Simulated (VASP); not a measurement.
A run of VASP 6.6.1:

INCAR

```
  PREC = Accurate
  ENCUT = 520
  EDIFF = 1E-6
  ISMEAR = 0
  SIGMA = 0.03
  LREAL = False
  LASPH = True
  NELM = 100
  ALGO = Normal
  ISIF = 2
  LWAVE = False
  LCHARG = False
  GGA = PE
  NBANDS = 16
```

KPOINTS

```
regular mesh
0
Gamma
  10 10 10
```

Contents of POSCAR:

```
CdS
1.0
    0.0000000000      2.7532440000      2.7532440000
    2.7532440000      0.0000000000      2.7532440000
    2.7532440000      2.7532440000      0.0000000000
Cd S
1 1
Direct
    0.0000000000      0.0000000000      0.0000000000
    0.5000000000      0.5000000000      0.5000000000
```

Potentials or basis: VASP PAW PBE potentials, release 64 (Cd, S).

Launch:

```bash
$ cat potpaw_PBE.64/Cd/POTCAR potpaw_PBE.64/S/POTCAR > POTCAR
$ mpirun -np 1 vasp_std > vasp.out
```

Hardware: 1 thread of Intel(R) Xeon(R) 6975P-C (Granite Rapids) (shared host).

Problem. Estimate the wall time of this run.

Solution. Wall time 14 s on 1 thread of Intel(R) Xeon(R) 6975P-C (Granite Rapids), with other jobs on the host, peak memory 0.18 GiB. Counts: scf iterations 13, k points 47.
